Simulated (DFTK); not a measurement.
## Au under changes of volume

One of the cells (16.855 Å³/atom); the others are scaled copies at fixed shape and fractional positions:

```xyz
1
Lattice="0.0000 2.0350 2.0350 2.0350 0.0000 2.0350 2.0350 2.0350 0.0000" Properties=species:S:1:pos:R:3 pbc="T T T"
Au    0.0000    0.0000    0.0000
```

| Property | Result |
| --- | --- |
| Program | DFTK 0.8.2 |
| Functional | r2SCAN |
| Potentials or basis | in-house norm-conserving set (r2SCAN, scalar relativistic) |
| Cutoff | 1034 eV |
| k mesh | 7 × 7 × 7 |
| Occupations | fermi-dirac, width 0.05 eV |
| Spin | no spin polarisation |

```csv
volume (Å³/atom),energy over the lowest point (meV/atom),pressure (GPa)
15.843,97.39,21.0
16.181,59.03,15.6
16.518,31.33,10.8
16.855,?,?
17.192,2.89,3.0
17.529,0.00,-0.2
17.866,3.44,-3.0
```

Task: What does the run at 16.855 Å³/atom give?

Result: Energy over the lowest point 13.00 meV/atom; pressure 6.7 GPa.

Worked out: A Birch-Murnaghan fit of order 3 (a polynomial in V^(-2/3)) to the other rows has its minimum at 17.51 Å³/atom with B0 = V·E''(V) = 158 GPa and B' = 5.7. It gives 13.02 meV/atom at 16.855 Å³/atom, against the run's 13.00, and -dE/dV = 6.7 GPa, against 6.7.

Energies are extrapolated to zero smearing.

Caveats: all runs use coarse meshes.
